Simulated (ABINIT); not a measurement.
Crystal: BP.

```xyz
2
Lattice="0.0000 2.2690 2.2690 2.2690 0.0000 2.2690 2.2690 2.2690 0.0000" Properties=species:S:1:pos:R:3 pbc="T T T"
P     3.4035    3.4035    3.4035
B     0.0000    0.0000    0.0000
```

Base run:

| Item | Value |
| --- | --- |
| Program | ABINIT 10.8.3 (patched build) |
| Functional | BLYP |
| Potentials or basis | JTH PAW PBE v2.0 |
| Cutoff | 544 eV |
| k mesh | 10 × 10 × 10 |
| Occupations | fermi-dirac, width 0.05 eV |
| Spin | no spin polarisation |

Its results: band gap on the k mesh 1.53 eV, indirect (least direct gap 3.57 eV); pressure 6.0 GPa.

The run is repeated on the same cell with these changes: potentials or basis from JTH PAW PBE v2.0 to PseudoDojo NC SR PBE v0.4.1 standard; cutoff from 544 eV to 1034 eV. What comes out?

Band gap on the k mesh 1.52 eV, indirect (least direct gap 3.58 eV); pressure 7.1 GPa.

Caveats: the PAW data sets were made with another functional, which shifts forces and pressure a little (some runs); the potentials were made for another functional, which shifts forces and pressure (some runs).
